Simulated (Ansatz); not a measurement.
MgB2H8 — coordination and Mg-25 quadrupole coupling

Cell: a Materials Project structure (computed, not necessarily an observed phase).

Space group I-4m2 (No. 119); a = 8.2433, c = 10.0553 Å.

| site | Wyckoff | site symmetry | x | y | z |
| --- | --- | --- | --- | --- | --- |
| Mg1 | 2d | -4m2 | 0.5000 | 0.0000 | 0.2500 |
| Mg2 | 2a | -4m2 | 0.0000 | 0.0000 | 0.0000 |
| B | 8i | .m. | 0.5000 | 0.2694 | 0.3495 |
| H7 | 8i | .m. | 0.5000 | 0.2513 | 0.2286 |
| H11 | 8i | .m. | 0.5000 | 0.8572 | 0.4150 |
| H15 | 16j | 1 | 0.1255 | 0.8415 | 0.8767 |

One atom of each set is listed; the run and its k-mesh use a cell of 22 atoms with edges of 7.70, 7.70, 7.70 Å.

Computed with Ansatz: DFT, r2SCAN, plane waves and PAW, scalar-relativistic, 500 eV cutoff, Γ-centred 5×5×5 k-points, Fermi–Dirac smearing 0.02 eV.

Q(Mg-25) = 199.4 mb.

Problem. Order the Mg environments from the weakest to the strongest quadrupole coupling.
A. Mg2: 8 H at 2.08 Å
B. Mg1: 8 H at 2.03–2.08 Å

Solution. B (2.71 MHz, η = 0.00), A (3.08 MHz, η = 0.00).

An axis of threefold or higher order runs through Mg1 and Mg2, so V_zz lies along it and η is zero. Like point charges on the first shell alone (each adding as 1/d³) would give the same order.
